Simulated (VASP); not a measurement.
# AgI in VASP: work function with PBE

Aim: the work function of AgI with PBE.

Everything below comes from runs of VASP 6.6.1. Logs are shortened: lines on timing, memory, paths and dates and some standing lists are left out, and cuts for length are marked.

## Step 1: The cell of the first run

The cell holds a slab with vacuum, 10 atoms: a = 4.789 Å, b = 6.390 Å, c = 24.578 Å, α = 90.00°, β = 90.00°, γ = 90.00°.

## Step 2: Work function, PBE (the (1 0 0) slab of AgI, cut from the database cell, not relaxed)

File INCAR:

```
  PREC = Accurate
  ENCUT = 520
  EDIFF = 1E-6
  ISMEAR = 0
  SIGMA = 0.05
  LREAL = F
  LASPH = T
  NELM = 60
  ALGO = Fast
  ISIF = 2
  LWAVE = F
  LCHARG = T
  LDIPOL = T
  IDIPOL = 3
  DIPOL = 0.5 0.5 0.500
  GGA = PE
  LELF = T
  LVHAR = T
  LVACPOTAV = T
```

File KPOINTS:

```
Automatic mesh
0
Gamma
  6 4 1
```

File POSCAR:

```
AgI
1.0
    4.7891600000      0.0000000000      0.0000000000
    0.0000000000      6.3895460000      0.0000000000
    0.0000000000      0.0000000000     24.5783200000
Ag I
5 5
Direct
    0.0000000000      0.7500000000      0.3051469751
    0.5000000000      0.2500000000      0.4025734875
    0.0000000000      0.7500000000      0.5000000000
    0.5000000000      0.2500000000      0.5974265125
    0.0000000000      0.7500000000      0.6948530249
    0.5000000000      0.5000000000      0.3051469751
    0.0000000000      0.0000000000      0.4025734875
    0.5000000000      0.5000000000      0.5000000000
    0.0000000000      0.0000000000      0.5974265125
    0.5000000000      0.5000000000      0.6948530249
```

Potentials or basis: VASP PAW PBE potentials, release 64 (Ag, I).

The run is started by

```console
cat potpaw_PBE.64/Ag/POTCAR potpaw_PBE.64/I/POTCAR > POTCAR
mpirun -np 1 vasp_std > vasp.out
```

OUTCAR:

```text
PREC = Accurate
   ENCUT = 520
   EDIFF = 1E-6
   ISMEAR = 0
   LREAL = F
   LASPH = T
   NELM = 60
   ISIF = 2
   GGA = PE

 ion  position               nearest neighbor table
   1  0.000  0.750  0.305-   7 2.88   6 2.88   6 2.88
   2  0.500  0.250  0.403-   6 2.88   7 2.88   7 2.88   8 2.88
   3  0.000  0.750  0.500-   8 2.88   8 2.88   9 2.88   7 2.88
   4  0.500  0.250  0.597-  10 2.88   9 2.88   9 2.88   8 2.88
   5  0.000  0.750  0.695-   9 2.88  10 2.88  10 2.88
   6  0.500  0.500  0.305-   2 2.88   1 2.88   1 2.88
   7  0.000  0.000  0.403-   1 2.88   2 2.88   2 2.88   3 2.88
   8  0.500  0.500  0.500-   3 2.88   3 2.88   4 2.88   2 2.88
   9  0.000  0.000  0.597-   5 2.88   4 2.88   4 2.88   3 2.88
  10  0.500  0.500  0.695-   4 2.88   5 2.88   5 2.88

  LATTYP: Found a simple orthorhombic cell.
 ALAT       =     4.7891600000
 B/A-ratio  =     1.3341684137
 C/A-ratio  =     5.1320732655

  Lattice vectors:

 A1 = (   4.7891600000,   0.0000000000,   0.0000000000)
 A2 = (   0.0000000000,   6.3895460000,   0.0000000000)
 A3 = (   0.0000000000,   0.0000000000,  24.5783200000)

Analysis of symmetry for initial positions (statically):
=====================================================================
 Subroutine PRICEL returns:
 Original cell was already a primitive cell.

 Routine SETGRP: Setting up the symmetry group for a
 simple orthorhombic supercell.

 Subroutine GETGRP returns: Found  4 space group operations
 (whereof  4 operations were pure point group operations)
 out of a pool of  8 trial point group operations.

The static configuration has the point symmetry C_2v.

Analysis of symmetry for dynamics (positions and initial velocities):
=====================================================================
 Subroutine PRICEL returns:
 Original cell was already a primitive cell.

 Routine SETGRP: Setting up the symmetry group for a
 simple orthorhombic supercell.

 Subroutine GETGRP returns: Found  4 space group operations
 (whereof  4 operations were pure point group operations)
 out of a pool of  8 trial point group operations.

The dynamic configuration has the point symmetry C_2v.

 Subroutine INISYM returns: Found  4 space group operations
 (whereof  4 operations are pure point group operations),
 and found     1 'primitive' translations

----------------------------------------------------------------------------------------

                                     Primitive cell

  volume of cell :     752.1103

  direct lattice vectors                    reciprocal lattice vectors
     4.789160000  0.000000000  0.000000000     0.208804884  0.000000000  0.000000000
     0.000000000  6.389546000  0.000000000     0.000000000  0.156505642  0.000000000
     0.000000000  0.000000000 24.578320000     0.000000000  0.000000000  0.040686263

  length of vectors
     4.789160000  6.389546000 24.578320000     0.208804884  0.156505642  0.040686263

  position of ions in fractional coordinates (direct lattice)
     0.000000000  0.750000000  0.305146975
     0.500000000  0.250000000  0.402573487
     0.000000000  0.750000000  0.500000000
     0.500000000  0.250000000  0.597426513
     0.000000000  0.750000000  0.694853025
     0.500000000  0.500000000  0.305146975
     0.000000000  0.000000000  0.402573487
     0.500000000  0.500000000  0.500000000
     0.000000000  0.000000000  0.597426513
     0.500000000  0.500000000  0.694853025

  ion indices of the primitive-cell ions
   primitive index   ion index
                 1           1
                 2           2
                 3           3
                 4           4
                 5           5
                 6           6
                 7           7
                 8           8
                 9           9
                10          10

----------------------------------------------------------------------------------------

 KPOINTS: Automatic mesh

Automatic generation of k-mesh.
 Grid dimensions read from file:
 generate k-points for:    6    4    1

 Generating k-lattice:

  Cartesian coordinates                     Fractional coordinates (reciprocal lattice)
     0.034800814  0.000000000  0.000000000     0.166666667  0.000000000  0.000000000
     0.000000000  0.039126411  0.000000000     0.000000000  0.250000000  0.000000000
     0.000000000  0.000000000  0.040686263     0.000000000  0.000000000  1.000000000

  Length of vectors
     0.034800814  0.039126411  0.040686263

  Shift w.r.t. Gamma in fractional coordinates (k-lattice)
     0.000000000  0.000000000  0.000000000

 Subroutine IBZKPT returns following result:
 ===========================================

 Found     12 irreducible k-points:

 Following reciprocal coordinates:
            Coordinates               Weight
  0.000000  0.000000  0.000000      1.000000
  0.166667  0.000000  0.000000      2.000000
  0.333333  0.000000  0.000000      2.000000
  0.500000  0.000000  0.000000      1.000000
  0.000000  0.250000  0.000000      2.000000
  0.166667  0.250000  0.000000      4.000000
  0.333333  0.250000  0.000000      4.000000
  0.500000  0.250000  0.000000      2.000000
  0.000000  0.500000  0.000000      1.000000
  0.166667  0.500000  0.000000      2.000000
  0.333333  0.500000  0.000000      2.000000
  0.500000  0.500000  0.000000      1.000000
   k-points           NKPTS =     12   k-points in BZ     NKDIM =     12   number of bands    NBANDS=     54
   number of dos      NEDOS =    301   number of ions     NIONS =     10
   total plane-waves  NPLWV = 331776
   dimension x,y,z NGX =    36 NGY =   48 NGZ =  192
   dimension x,y,z NGXF=    72 NGYF=   96 NGZF=  384
   ions per type =               5   5
   NGX,Y,Z   is equivalent  to a cutoff of  12.50, 12.49, 12.99 a.u.
   NGXF,Y,Z  is equivalent  to a cutoff of  24.99, 24.98, 25.97 a.u.
 SYSTEM =  unknown system
   PREC   = accura    normal or accurate (medium, high low for compatibility)
   ISTART =      0    job   : 0-new  1-cont  2-samecut
   ICHARG =      2    charge: 1-file 2-atom 10-const
   ISPIN  =      1    spin polarized calculation?
   LNONCOLLINEAR =      F non collinear calculations
   LSORBIT =      F    spin-orbit coupling
   LASPH  =      T    aspherical Exc in radial PAW
   ENCUT  =  520.0 eV  38.22 Ry    6.18 a.u.   8.90 11.88 45.70*2*pi/ulx,y,z
   NELM   =     60;   NELMIN=  2; NELMDL= -5     # of ELM steps
   EDIFF  = 0.1E-05   stopping-criterion for ELM
   LREAL  =      F    real-space projection
   EDIFFG = 0.1E-04   stopping-criterion for IOM
   NSW    =      0    number of steps for IOM
   IBRION =     -1    ionic relax: 0-MD 1-quasi-New 2-CG
   NFREE  =      0    steps in history (QN), initial steepest desc. (CG)
   ISIF   =      2    stress and relaxation
   ISYM   =      2    0-nonsym 1-usesym 2-fastsym
   POTIM  = 0.5000    time-step for ionic-motion
   TEBEG  =    0.0;   TEEND  =   0.0 temperature during run
   PSTRESS=    0.0 pullay stress
   NELECT =      90.0000    total number of electrons
   NUPDOWN=      -1.0000    fix difference up-down
   EMIN   =  10.00;   EMAX   =-10.00  energy-range for DOS
   EFERMI =   0.00;   METHOD = LEGACY
   ISMEAR =     0;   SIGMA  =   0.05  broadening in eV -4-tet -1-fermi 0-gaus
   EFERMI_NEDOS =   21; number of points for ismear=-14 and -15
   IALGO  =     68    algorithm
   IMIX   =      4    mixing-type and parameters
     AMIX     =   0.40;   BMIX     =  1.00
     AMIX_MAG =   1.60;   BMIX_MAG =  1.00
  volume/ion in A,a.u.               =      75.21       507.55
  Fermi-wavevector in a.u.,A,eV,Ry     =   0.806731  1.524500  8.854864  0.650814
  Thomas-Fermi vector in A             =   1.915218
   LORBIT       =      0    0 simple, 1 ext, 2 COOP (PROOUT), +10 PAW based schemes
   GGA     = PE    functional components
   LHFCALC =     F    Hartree Fock is set to
   AEXX    =    0.0000 exact exchange contribution
   IVDW    =     0    specifies the selected vdW correction
   LEPSILON=     F    determine dielectric tensor
   LRPA    =     F    only Hartree local field effects (RPA)
 non-spin polarized calculation
 RMM-DIIS sequential band-by-band and
 Gauss-broadening in eV      SIGMA  =   0.05
  energy-cutoff  :      520.00
  volume of cell :      752.11
 maximum number of plane-waves:     20298
 NGX is ok and might be reduce to    36
   NGX = 17   NGY = 23   NGZ = 91

 dipolmoment           0.000000      0.000000     -0.000000 electrons x Angstroem

 number of electron      89.9999984 magnetization

 dipolmoment           0.000000      0.000000      0.000000 electrons x Angstroem

 Free energy of the ion-electron system (eV)
  ---------------------------------------------------
  ext. energy  EPLUGINS =         0.00000000
  ---------------------------------------------------
  free energy    TOTEN  =       -23.15739895 eV

  energy without entropy =      -23.15739895  energy(sigma->0) =      -23.15739895

 E-fermi :  -1.3721     XC(G=0):  -4.4339

 val. band max:       -1.6218371291   @ k =   0.0000   0.0000   0.0000
 cond. band min:      -0.0938569378   @ k =   0.0000   0.0000   0.0000
 fundamental gap:      1.5279801912
 Fermi energy:        -1.3721096694

 k-point     1 :       0.0000    0.0000    0.0000
  band No.  band energies     occupation
      1     -13.9275      2.00000
      2     -13.8118      2.00000
      3     -13.6652      2.00000
      4     -13.3723      2.00000
      5     -13.3708      2.00000
      6      -5.4434      2.00000
[... 46 lines left out ...]
     53       3.2315      0.00000
     54       3.5430      0.00000

 k-point     2 :       0.1667    0.0000    0.0000
  band No.  band energies     occupation
      1     -13.8938      2.00000
      2     -13.7901      2.00000
      3     -13.6609      2.00000
      4     -13.3575      2.00000
      5     -13.3565      2.00000
      6      -5.4232      2.00000
[... 46 lines left out ...]
     53       3.3434      0.00000
     54       3.5107      0.00000

 k-point     3 :       0.3333    0.0000    0.0000
  band No.  band energies     occupation
      1     -13.8147      2.00000
      2     -13.7456      2.00000
      3     -13.6632      2.00000
      4     -13.3280      2.00000
      5     -13.3272      2.00000
      6      -5.5080      2.00000
[... 46 lines left out ...]
     53       3.3282      0.00000
     54       3.3494      0.00000
[... 400 lines left out ...]
 k-point    11 :       0.3333    0.5000    0.0000
  band No.  band energies     occupation
      1     -13.7748      2.00000
      2     -13.7392      2.00000
      3     -13.6962      2.00000
      4     -13.3311      2.00000
      5     -13.3290      2.00000
      6      -5.3042      2.00000
[... 46 lines left out ...]
     53       4.0986      0.00000
     54       4.1104      0.00000

 k-point    12 :       0.5000    0.5000    0.0000
  band No.  band energies     occupation
      1     -13.7564      2.00000
      2     -13.7212      2.00000
      3     -13.6777      2.00000
      4     -13.3118      2.00000
      5     -13.3098      2.00000
      6      -5.3174      2.00000
[... 46 lines left out ...]
     53       4.0206      0.00000
     54       4.2482      0.00000

------------------------ aborting loop because EDIFF is reached ----------------------------------------

  FORCE on cell =-STRESS in cart. coord.  units (eV):
  Direction    XX          YY          ZZ          XY          YZ          ZX
  --------------------------------------------------------------------------------------
  -------------------------------------------------------------------------------------
  Total       -2.6743104     -1.3942864     -1.2539487      0.0000000      0.0000000      0.0000000
  in kB       -5.6969296     -2.9701681     -2.6712147      0.0000000      0.0000000      0.0000000
  external PRESSURE =      -3.7794375 kB  Pullay stress =       0.0000000 kB

 VOLUME and BASIS-vectors are now :
 -----------------------------------------------------------------------------
  energy-cutoff  :      520.00
  volume of cell :      752.11
      direct lattice vectors                 reciprocal lattice vectors
     4.789160000  0.000000000  0.000000000     0.208804884  0.000000000  0.000000000
     0.000000000  6.389546000  0.000000000     0.000000000  0.156505642  0.000000000
     0.000000000  0.000000000 24.578320000     0.000000000  0.000000000  0.040686263

 POSITION                                       TOTAL-FORCE (eV/Angst)
 -----------------------------------------------------------------------------------
      0.00000      4.79216      7.50000         0.000000     -0.448104      0.422159
      2.39458      1.59739      9.89458        -0.000000      0.065357     -0.034151
      0.00000      4.79216     12.28916         0.000000     -0.047374     -0.000000
      2.39458      1.59739     14.68374        -0.000000      0.065357      0.034151
      0.00000      4.79216     17.07832         0.000000     -0.448104     -0.422159
      2.39458      3.19477      7.50000         0.000000      0.316467     -0.221758
      0.00000      0.00000      9.89458         0.000000      0.080671     -0.114631
      2.39458      3.19477     12.28916         0.000000      0.018593     -0.000000
      0.00000      0.00000     14.68374         0.000000      0.080671      0.114631
      2.39458      3.19477     17.07832         0.000000      0.316467      0.221758
 -----------------------------------------------------------------------------------
    total drift:                                0.000000      0.002651      0.000000

  FREE ENERGIE OF THE ION-ELECTRON SYSTEM (eV)
  ---------------------------------------------------
  free  energy   TOTEN  =       -23.1573989524 eV

  energy  without entropy=      -23.1573989524  energy(sigma->0) =      -23.15739895

 vacuum level on the upper side and lower side of the slab         3.732         3.732
```

Wall time 7.8 min (1 thread of AMD EPYC 9R45 (Zen 5), shared host); peak memory 0.91 GiB.

What came out:

```yaml
Free_energy: -23.1574 eV
Largest_force: 0.616 eV/Å
Band_gap_on_the_k_mesh: 1.53 eV, direct
Ionisation_potential_of_the_upper_face: 5.35 eV
```

Forces in eV/Å, atoms in the order of the input:
```
Ag   0.000 -0.448  0.422
Ag   0.000  0.065 -0.034
Ag   0.000 -0.047  0.000
Ag   0.000  0.065  0.034
Ag   0.000 -0.448 -0.422
I    0.000  0.316 -0.222
I    0.000  0.081 -0.115
I    0.000  0.019  0.000
I    0.000  0.081  0.115
I    0.000  0.316  0.222
```

Levels at points of the mesh, in eV from the valence-band top:
| k point | band 42 | band 43 | band 44 | band 45 | band 46 | band 47 | band 48 | band 49 |
| --- | --- | --- | --- | --- | --- | --- | --- | --- |
| (0.00, 0.00, 0.00) | -0.26 | -0.18 | -0.08 | 0.00 | 1.53 | 2.17 | 3.09 | 3.80 |
| (0.50, 0.00, 0.00) | -1.23 | -0.94 | -0.92 | -0.61 | 3.05 | 3.19 | 4.06 | 4.07 |
| (0.00, 0.50, 0.00) | -0.53 | -0.51 | -0.47 | -0.46 | 2.55 | 2.62 | 3.11 | 3.15 |
| (0.50, 0.50, 0.00) | -0.91 | -0.69 | -0.60 | -0.60 | 2.50 | 2.90 | 3.45 | 4.16 |

Caveat: spin-orbit coupling is left out, which moves the levels of the heavy elements.
